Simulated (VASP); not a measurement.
TePb:

```
CELL_PARAMETERS angstrom
0.00000 6.46200 6.46200
6.46200 0.00000 6.46200
6.46200 6.46200 0.00000
ATOMIC_POSITIONS crystal
Te 0.25000 0.25000 0.25000
Te 0.25000 0.25000 0.75000
Te 0.25000 0.75000 0.25000
Te 0.25000 0.75000 0.75000
Te 0.75000 0.25000 0.25000
Te 0.75000 0.25000 0.75000
Te 0.75000 0.75000 0.25000
Te 0.75000 0.75000 0.75000
Pb 0.00000 0.00000 0.00000
Pb 0.00000 0.00000 0.50000
Pb 0.00000 0.50000 0.00000
Pb 0.00000 0.50000 0.50000
Pb 0.50000 0.00000 0.00000
Pb 0.50000 0.00000 0.50000
Pb 0.50000 0.50000 0.00000
Pb 0.50000 0.50000 0.50000
```

* Program: VASP 6.6.1
* Task: phonon dispersion
* Functional: PBE
* Potentials or basis: VASP PAW PBE potentials, release 64 (Te, Pb_d)
* Cutoff: 520 eV
* k mesh: 2 × 2 × 2
* Occupations: gaussian, width 0.03 eV
* Spin: no spin polarisation
* Long-range dipole term: yes
* Supercell matrix: [2, 0, 0, 0, 2, 0, 0, 0, 2]
* Further INCAR settings: LREAL = Auto; ALGO = Normal; EDIFF = 1e-07; IBRION = 6; POTIM = 0.015; NSW = 1

Is this structure dynamically stable at this level, and how far does the spectrum reach?

Yes, as far as this q mesh shows: no mode on the path is imaginary. The highest frequency is 114 cm⁻¹.

Phonon frequencies at the corners of the path (cm⁻¹, interpolated; i marks imaginary ones):
```
point           frequencies
    Γ       0 0 0 15 15 103
    X     25 27 27 71 71 77
    W     46 46 54 85 88 88
    K     41 46 59 85 87 89
    L  63 63 97 104 104 114
    U     41 46 59 85 87 89
```

A q mesh this small can miss soft modes between its points.

Caveat: the k mesh is coarse (spacing up to 0.42 Å⁻¹), so the values aren't converged.
